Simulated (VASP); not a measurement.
# BaTiO3: what each functional gives, and what it costs, part 7 of 8

Aim: the band gap of BaTiO3 at many levels of theory on one cell, with the cost of each. Left out of this account: 1 further run (bands with TB-mBJ + SOC: it diverged and was aborted). The start is a cell from a database of measured crystal structures.

VASP 6.6.1, plane waves and PAW; the level of theory is named at each step.

So far, least gap on mesh and path (eV): step 2 (bands, level LDA, k 4×4×4) 1.69; step 5 (bands, level r2SCAN, k 4×4×4) 2.19; step 7 (bands, level BLYP, k 4×4×4) 1.81; step 8 (bands, level SCAN, k 4×4×4) 2.19; step 10 (bands, level HSE06, k 4×4×4) 3.24.

## (12) Bands with r2SCAN-EpsX, k 4×4×4

This step: r2SCAN-EpsX, exact-exchange share 1/6.191; plane waves and PAW (Ba_sv, Ti_sv, O) (VASP 6.6.1).

Here the share of exact exchange is set to the inverse of the computed dielectric constant, since screening weakens exchange.

Input file INCAR:

```
SYSTEM = BaTiO3
PREC = Accurate
ENCUT = 520
EDIFF = 1E-06
NELM = 100
ISMEAR = 0
SIGMA = 0.02
LREAL = .FALSE.
ALGO = Normal
LHFCALC = .TRUE.
AEXX = 0.162
METAGGA = R2SCAN
LASPH = .TRUE.
NBANDS = 26
PRECFOCK = Fast
HFRCUT = -1
LORBIT = 11
LWAVE = .FALSE.
LCHARG = .FALSE.
KPAR = 8
```

Input file POSCAR:

```
BaTiO3
1.0
    3.9904800000      0.0000000000      0.0000000000
    0.0000000000      3.9904800000      0.0000000000
    0.0000000000      0.0000000000      4.0230300000
Ba Ti O
1 1 3
Direct
    0.0000000000      0.0000000000      0.0000000000
    0.5000000000      0.5000000000      0.5220000000
    0.5000000000      0.5000000000      0.9790000000
    0.5000000000      0.0000000000      0.4880000000
    0.0000000000      0.5000000000      0.4880000000
```

Input file KPOINTS:

```
Automatic mesh
0
Gamma
4 4 4
0 0 0
```

Input file KPOINTS_OPT:

```
Line mode
6
Line-mode
Reciprocal
  0.00000000   0.00000000   0.00000000 GAMMA
  0.00000000   0.50000000   0.00000000 X

  0.00000000   0.50000000   0.00000000 X
  0.50000000   0.50000000   0.00000000 M

  0.50000000   0.50000000   0.00000000 M
  0.00000000   0.00000000   0.00000000 GAMMA

  0.00000000   0.00000000   0.00000000 GAMMA
  0.00000000   0.00000000   0.50000000 Z

  0.00000000   0.00000000   0.50000000 Z
  0.00000000   0.50000000   0.50000000 R

  0.00000000   0.50000000   0.50000000 R
  0.50000000   0.50000000   0.50000000 A

  0.50000000   0.50000000   0.50000000 A
  0.00000000   0.00000000   0.50000000 Z

  0.00000000   0.50000000   0.00000000 X
  0.00000000   0.50000000   0.50000000 R

  0.50000000   0.50000000   0.00000000 M
  0.50000000   0.50000000   0.50000000 A
```

Potentials, in the order of the species: Ba_sv, Ti_sv and O (PBE family, release 64).

Launch:

```
> mpirun -np 8 vasp_std
```

Numbers of over 12 decimals in the logs are rounded to 6 here.

The program printed:

```text
[banner, memory and clock lines left out]
running    8 mpi-ranks, on    1 nodes
[...]
[... a notice as in an earlier step ...]

 [... a notice as in an earlier step ...]

 LDA part: xc-table for (None), standard interpolation
 found WAVECAR, reading the header
 POSCAR, INCAR and KPOINTS ok, starting setup
[...]
HFRCUT set to (new)   9.928835
 reading WAVECAR
 the WAVECAR file was read successfully
 initial charge from wavefunction
 entering main loop
       N       E                     dE             d eps       ncg     rms          rms(c)
DAV:   1    -0.762224349970E+02   -0.76222E+02   -0.25490E+00  1068   0.143E+01    0.336E+00
DAV:   2    -0.760146174503E+02    0.20782E+00   -0.67178E-01  1122   0.104E+01    0.793E-01
DAV:   3    -0.760411744204E+02   -0.26557E-01   -0.53716E-02  1178   0.178E+00    0.784E-01
DAV:   4    -0.760358621195E+02    0.53123E-02   -0.21292E-02  1200   0.159E+00    0.317E-01
[...]
DAV:  10    -0.760358816226E+02   -0.20887E-05   -0.18562E-06   608   0.124E-02    0.138E-02
[...]
1 F= -.76035884E+02 E0= -.76035884E+02  d E =-.970843E-49
 Start KPOINTS_OPT (optional k-point list driver)
k-point batch [1-18\54]
       N       E                     dE             ncg
DAV:   1     0.630210133022E+03   -0.14030E+05      936
DAV:   2    -0.754538993148E+04   -0.81756E+04     1032
DAV:   3    -0.868330595283E+04   -0.11379E+04     1338
DAV:   4    -0.877542029522E+04   -0.92114E+02     1220
DAV:   5    -0.877898260498E+04   -0.35623E+01     1350
DAV:   6    -0.877906281393E+04   -0.80209E-01     1288
DAV:   7    -0.877906419313E+04   -0.13792E-02     1358
DAV:   8    -0.877906421735E+04   -0.24220E-04     1232
DAV:   9    -0.877906421789E+04   -0.54295E-06      798
[...]
k-point batch [37-54\54]
       N       E                     dE             ncg
DAV:   1     0.672527253026E+03   -0.22820E+05      936
DAV:   2    -0.759718329908E+04   -0.82697E+04     1006
DAV:   3    -0.878891490145E+04   -0.11917E+04     1414
DAV:   4    -0.888026794078E+04   -0.91353E+02     1220
DAV:   5    -0.888360227848E+04   -0.33343E+01     1384
DAV:   6    -0.888366705901E+04   -0.64781E-01     1256
DAV:   7    -0.888366812931E+04   -0.10703E-02     1352
DAV:   8    -0.888366814803E+04   -0.18722E-04     1190
DAV:   9    -0.888366814845E+04   -0.41020E-06      828
```

The job ended after 5 min (8 MPI ranks of Intel Xeon 6975P-C (Granite Rapids), shared host; peak memory 2.2 GiB; 40 min of CPU time).

Parts of OUTCAR (step 12):

```text
 POSITION                                       TOTAL-FORCE (eV/Angst)
 -----------------------------------------------------------------------------------
      0.00000      0.00000      0.00000         0.000000     -0.000000      0.145299
      1.99524      1.99524      2.10002        -0.000000      0.000000     -0.095198
      1.99524      1.99524      3.93855         0.000000     -0.000000     -0.185545
      1.99524      0.00000      1.96324         0.000000     -0.000000      0.067722
      0.00000      1.99524      1.96324         0.000000     -0.000000      0.067722
 -----------------------------------------------------------------------------------
    total drift:                               -0.000009      0.000000      0.017079

  FREE ENERGIE OF THE ION-ELECTRON SYSTEM (eV)
  ---------------------------------------------------
  free  energy   TOTEN  =       -76.0358837821 eV

  energy  without entropy=      -76.0358837821  energy(sigma->0) =      -76.03588378

[... 2 parts as in an earlier step ...]

[... 1 further part left out ...]
[key lines of the parts left out:]
E-fermi :   2.9731
```

The share of exact exchange rests on that dielectric constant; a constant that is too large makes it too small.

The electronic bands at the labelled points (eV, zero at the valence-band top; v1 is the highest filled band, c1 the lowest empty one):

| point | v4 | v3 | v2 | v1 | c1 | c2 | c3 | c4 |
| --- | --- | --- | --- | --- | --- | --- | --- | --- |
| Γ | -1.26 | -0.48 | -0.37 | -0.37 | 3.54 | 3.89 | 3.89 | 5.67 |
| 0.40 of the way | -1.49 | -1.11 | -0.70 | -0.60 | 3.92 | 4.25 | 4.30 | 5.83 |
| X | -1.92 | -1.75 | -1.20 | -1.07 | 4.03 | 5.37 | 5.42 | 5.80 |
| 0.60 of the way | -1.85 | -1.49 | -1.26 | -0.37 | 4.85 | 5.44 | 5.64 | 6.46 |
| M | -2.04 | -1.16 | -1.16 | -0.09 | 5.45 | 5.45 | 5.90 | 6.42 |
| 0.40 of the way | -2.07 | -1.25 | -1.22 | -0.45 | 4.73 | 4.94 | 5.26 | 6.47 |
| Γ | -1.26 | -0.48 | -0.37 | -0.37 | 3.54 | 3.89 | 3.89 | 5.67 |
| 0.40 of the way | -1.58 | -1.16 | -0.51 | -0.51 | 3.59 | 4.47 | 4.47 | 5.67 |
| Z | -2.09 | -2.08 | -0.77 | -0.77 | 3.71 | 5.48 | 5.48 | 5.67 |
| 0.60 of the way | -1.55 | -1.37 | -1.15 | -0.55 | 4.86 | 5.49 | 5.61 | 6.51 |
| R | -1.92 | -0.99 | -0.96 | -0.28 | 5.40 | 5.50 | 5.87 | 6.63 |
| 0.60 of the way | -2.59 | -0.54 | -0.41 | -0.22 | 5.84 | 5.85 | 6.04 | 8.41 |
| A | -2.55 | -0.19 | -0.19 | 0.00 | 6.13 | 6.13 | 6.14 | 8.45 |
| 0.40 of the way | -2.46 | -0.73 | -0.63 | -0.50 | 5.47 | 5.75 | 5.79 | 8.30 |
| Z | -2.09 | -2.08 | -0.77 | -0.77 | 3.71 | 5.48 | 5.48 | 5.67 |
| jump to X | -1.92 | -1.75 | -1.20 | -1.07 | 4.03 | 5.37 | 5.42 | 5.80 |
| 0.40 of the way | -1.67 | -1.48 | -1.33 | -0.88 | 4.55 | 5.38 | 5.50 | 6.33 |
| R | -1.92 | -0.99 | -0.96 | -0.28 | 5.40 | 5.50 | 5.87 | 6.63 |
| jump to M | -2.04 | -1.16 | -1.16 | -0.09 | 5.45 | 5.45 | 5.90 | 6.42 |
| 0.40 of the way | -2.76 | -0.91 | -0.91 | -0.06 | 5.66 | 5.66 | 5.99 | 7.50 |
| A | -2.55 | -0.19 | -0.19 | 0.00 | 6.13 | 6.13 | 6.14 | 8.45 |

The largest weight of each band there:

| point | v4 | v3 | v2 | v1 | c1 | c2 | c3 | c4 |
| --- | --- | --- | --- | --- | --- | --- | --- | --- |
| Γ | O 0.99 | O 0.88 | O 0.91 | O 0.91 | Ti 0.97 | Ti 0.89 | Ti 0.89 | Ti 0.95 |
| X | O 0.75 | O 0.83 | O 0.86 | O 0.89 | Ti 0.94 | Ti 0.84 | Ti 0.84 | Ti 0.93 |
| M | O 0.84 | O 0.88 | O 0.88 | O 0.98 | Ti 0.84 | Ti 0.84 | Ti 0.88 | Ti 0.90 |
| Γ | O 0.99 | O 0.88 | O 0.91 | O 0.91 | Ti 0.97 | Ti 0.89 | Ti 0.89 | Ti 0.95 |
| Z | O 0.92 | O 0.88 | O 0.93 | O 0.93 | Ti 1.00 | Ti 0.84 | Ti 0.84 | Ti 0.95 |
| R | O 0.86 | O 0.87 | O 0.88 | O 0.98 | Ti 0.85 | Ti 0.85 | Ti 0.88 | Ti 0.88 |

The gap is 3.54 eV, indirect, from A to Γ. Against LDA that is +1.84 eV; this run took 20 times the core time, on fewer points of the path.

## (13) Bands with PBE-EpsX, k 4×4×4

This step: PBE-EpsX, exact-exchange share 1/6.191; plane waves and PAW (Ba_sv, Ti_sv, O) (VASP 6.6.1).

Here the share of exact exchange is set to the inverse of the computed dielectric constant, since screening weakens exchange.

INCAR, as its differences from that of step 12:

```diff
@@ -11,3 +11,3 @@
 AEXX = 0.162
-METAGGA = R2SCAN
+GGA = PE
 LASPH = .TRUE.
```

POSCAR is that of step 12.

KPOINTS is that of step 12.

KPOINTS_OPT is that of step 12.

Launch:

```
> mpirun -np 8 vasp_std
```

The program printed:

```text
[banner, memory and clock lines left out]
running    8 mpi-ranks, on    1 nodes
[...]
[... a notice as in an earlier step ...]

 LDA part: xc-table for (Slater+PW92), standard interpolation
 found WAVECAR, reading the header
 POSCAR, INCAR and KPOINTS ok, starting setup
[...]
HFRCUT set to (new)   9.928835
 reading WAVECAR
 the WAVECAR file was read successfully
 initial charge from wavefunction
 entering main loop
       N       E                     dE             d eps       ncg     rms          rms(c)
DAV:   1    -0.472405821017E+02   -0.47241E+02   -0.87562E-01  1090   0.820E+00    0.240E+00
DAV:   2    -0.471476291689E+02    0.92953E-01   -0.32583E-01  1100   0.712E+00    0.599E-01
DAV:   3    -0.471581787513E+02   -0.10550E-01   -0.20336E-02  1202   0.106E+00    0.450E-01
DAV:   4    -0.471566313633E+02    0.15474E-02   -0.10888E-02  1226   0.975E-01    0.229E-01
[...]
DAV:   9    -0.471566413149E+02   -0.17637E-05   -0.34317E-06  1092   0.142E-02    0.164E-02
[...]
1 F= -.47156643E+02 E0= -.47156643E+02  d E =-.213019E-58
 Start KPOINTS_OPT (optional k-point list driver)
k-point batch [1-18\54]
       N       E                     dE             ncg
DAV:   1     0.820229067655E+03   -0.13840E+05      936
DAV:   2    -0.711461866496E+04   -0.79348E+04     1032
DAV:   3    -0.822592477990E+04   -0.11113E+04     1346
DAV:   4    -0.831813439826E+04   -0.92210E+02     1214
DAV:   5    -0.832172451770E+04   -0.35901E+01     1358
DAV:   6    -0.832180796626E+04   -0.83449E-01     1304
DAV:   7    -0.832180933166E+04   -0.13654E-02     1358
DAV:   8    -0.832180935452E+04   -0.22857E-04     1230
DAV:   9    -0.832180935499E+04   -0.46867E-06      816
[...]
k-point batch [37-54\54]
       N       E                     dE             ncg
DAV:   1     0.863038678087E+03   -0.22630E+05      936
DAV:   2    -0.716516518154E+04   -0.80282E+04     1006
DAV:   3    -0.833163547610E+04   -0.11665E+04     1432
DAV:   4    -0.842251701652E+04   -0.90882E+02     1190
DAV:   5    -0.842583175550E+04   -0.33147E+01     1384
DAV:   6    -0.842589987236E+04   -0.68117E-01     1264
DAV:   7    -0.842590095805E+04   -0.10857E-02     1352
DAV:   8    -0.842590097658E+04   -0.18530E-04     1188
DAV:   9    -0.842590097699E+04   -0.41577E-06      826
```

It took 4.6 min on 8 MPI ranks; peak memory 2.2 GiB.

OUTCAR, selected parts (step 13):

```text
 POSITION                                       TOTAL-FORCE (eV/Angst)
 -----------------------------------------------------------------------------------
      0.00000      0.00000      0.00000         0.000000     -0.000000      0.142089
      1.99524      1.99524      2.10002         0.000000      0.000000     -0.025686
      1.99524      1.99524      3.93855         0.000000     -0.000000     -0.194764
      1.99524      0.00000      1.96324        -0.000000     -0.000000      0.039180
      0.00000      1.99524      1.96324         0.000000     -0.000000      0.039180
 -----------------------------------------------------------------------------------
    total drift:                               -0.000004     -0.000001      0.005997

  FREE ENERGIE OF THE ION-ELECTRON SYSTEM (eV)
  ---------------------------------------------------
  free  energy   TOTEN  =       -47.1566433745 eV

  energy  without entropy=      -47.1566433745  energy(sigma->0) =      -47.15664337

[... 2 parts as in an earlier step ...]

[... 1 further part left out ...]
[key lines of the parts left out:]
E-fermi :   3.2419
```

The electronic bands at the labelled points (eV, zero at the valence-band top; v1 is the highest filled band, c1 the lowest empty one):

| point | v4 | v3 | v2 | v1 | c1 | c2 | c3 | c4 |
| --- | --- | --- | --- | --- | --- | --- | --- | --- |
| Γ | -1.23 | -0.47 | -0.37 | -0.37 | 3.17 | 3.54 | 3.54 | 5.41 |
| 0.40 of the way | -1.48 | -1.10 | -0.70 | -0.59 | 3.57 | 3.90 | 3.96 | 5.56 |
| X | -1.93 | -1.76 | -1.19 | -1.04 | 3.69 | 5.03 | 5.09 | 5.54 |
| 0.60 of the way | -1.83 | -1.48 | -1.24 | -0.37 | 4.52 | 5.10 | 5.29 | 6.15 |
| M | -2.00 | -1.15 | -1.15 | -0.09 | 5.12 | 5.12 | 5.54 | 6.11 |
| 0.40 of the way | -2.06 | -1.23 | -1.21 | -0.45 | 4.39 | 4.61 | 4.90 | 6.17 |
| Γ | -1.23 | -0.47 | -0.37 | -0.37 | 3.17 | 3.54 | 3.54 | 5.41 |
| 0.40 of the way | -1.56 | -1.16 | -0.51 | -0.51 | 3.23 | 4.13 | 4.13 | 5.41 |
| Z | -2.09 | -2.07 | -0.75 | -0.75 | 3.35 | 5.14 | 5.14 | 5.41 |
| 0.60 of the way | -1.54 | -1.36 | -1.13 | -0.55 | 4.52 | 5.15 | 5.26 | 6.21 |
| R | -1.89 | -0.98 | -0.95 | -0.28 | 5.07 | 5.16 | 5.52 | 6.32 |
| 0.60 of the way | -2.59 | -0.54 | -0.41 | -0.22 | 5.50 | 5.50 | 5.69 | 7.96 |
| A | -2.55 | -0.19 | -0.19 | 0.00 | 5.78 | 5.78 | 5.79 | 7.92 |
| 0.40 of the way | -2.46 | -0.73 | -0.63 | -0.49 | 5.13 | 5.41 | 5.44 | 7.95 |
| Z | -2.09 | -2.07 | -0.75 | -0.75 | 3.35 | 5.14 | 5.14 | 5.41 |
| jump to X | -1.93 | -1.76 | -1.19 | -1.04 | 3.69 | 5.03 | 5.09 | 5.54 |
| 0.40 of the way | -1.67 | -1.47 | -1.32 | -0.89 | 4.21 | 5.04 | 5.16 | 6.04 |
| R | -1.89 | -0.98 | -0.95 | -0.28 | 5.07 | 5.16 | 5.52 | 6.32 |
| jump to M | -2.00 | -1.15 | -1.15 | -0.09 | 5.12 | 5.12 | 5.54 | 6.11 |
| 0.40 of the way | -2.76 | -0.90 | -0.90 | -0.06 | 5.32 | 5.32 | 5.63 | 7.14 |
| A | -2.55 | -0.19 | -0.19 | 0.00 | 5.78 | 5.78 | 5.79 | 7.92 |

The largest weight of each band there:

| point | v4 | v3 | v2 | v1 | c1 | c2 | c3 | c4 |
| --- | --- | --- | --- | --- | --- | --- | --- | --- |
| Γ | O 0.99 | O 0.88 | O 0.91 | O 0.91 | Ti 0.96 | Ti 0.88 | Ti 0.88 | Ti 0.95 |
| X | O 0.73 | O 0.82 | O 0.86 | O 0.89 | Ti 0.93 | Ti 0.82 | Ti 0.82 | Ti 0.93 |
| M | O 0.84 | O 0.88 | O 0.88 | O 0.98 | Ti 0.83 | Ti 0.83 | Ti 0.87 | Ti 0.90 |
| Γ | O 0.99 | O 0.88 | O 0.91 | O 0.91 | Ti 0.96 | Ti 0.88 | Ti 0.88 | Ti 0.95 |
| Z | O 0.92 | O 0.87 | O 0.93 | O 0.93 | Ti 1.00 | Ti 0.83 | Ti 0.83 | Ti 0.95 |
| R | O 0.85 | O 0.87 | O 0.88 | O 0.98 | Ti 0.84 | Ti 0.84 | Ti 0.87 | Ti 0.88 |

The gap is 3.17 eV, indirect, from A to Γ. Against LDA that is +1.48 eV; this run took 18 times the core time, on fewer points of the path.

[end of part 7 of 8]

[Lines on the potential files, build, host, timing and source positions are cut from VASP's logs without a mark.]

[Logs are printed without paths, hosts, clocks, repeated set-up lines and the standing remarks that a program may print on its own settings, such as how far it seeks lower states.]

[Hosts, paths, dates, database ids (printed as entryN), source tags and the programs' standing remarks are cut or masked in the printed files.]

[Measured values are set beside computed ones only where the two were judged alike; some that the calculation misses by far are left out.]

[In band tables of VASP the shares of atoms and orbitals are scaled to a sum of 1 inside the atoms' spheres.]
